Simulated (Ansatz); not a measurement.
## TiCo in Ansatz: the effect of target pressure

TiCo:

```
Co Ti
1.0
     2.98611    0.00000    0.00000
     0.00000    2.98611    0.00000
     0.00000    0.00000    2.98611
Co Ti
1 1
Cartesian
  1.4931 1.4931 1.4931
  0.0000 0.0000 0.0000
```

The cell comes from a database or a generator and needn't be the stable form of this composition.

Alike in all runs:

- Program: Ansatz 0.2.0
- Task: relaxation of cell and atoms
- Functional: PBEsol
- Potentials or basis: Ansatz PAW
- Cutoff: 420 eV (not typed: the program's choice for these potentials)
- k mesh: 9 × 9 × 9
- Occupations: fermi-dirac, width 0.05 eV
- Spin: collinear spin, ferromagnetic start
- Starting moments: [2.0, 1.0] μB

Each run relaxes the cell or the atoms first.

```tsv
target pressure	relaxed volume (Å³/atom)	moment (μB)
0 GPa	12.68	0.61
2 GPa	12.55	0.59
5 GPa	?	?
10 GPa	12.09	0.53
20 GPa	11.61	0.48
30 GPa	11.21	0.45
```

Task: What does the run with target pressure 5 GPa give?

Result: Relaxed volume 12.36 Å³/atom; moment 0.57 μB.

Worked out: In Murnaghan's law V^(-B') rises as a straight line in P. The other rows fit best with B' = 3.7, V0 = 12.68 Å³/atom and B0 = 192 GPa, which gives 12.37 Å³/atom at 5 GPa, against the run's 12.36. A parabola through the other rows of the moment, of slope -0.00774 μB per GPa there, gives 0.57 μB, against the run's 0.57.

Caveats: the plane-wave basis is chosen anew once the cell has moved, so the energies of steps on either side of that aren't comparable; the PAW data sets come from PBE, with cores solved anew for the run's functional, which leaves a small shift of forces and pressure; the volume moved by over 15 % at a fixed basis, so the end points are rough (some runs).
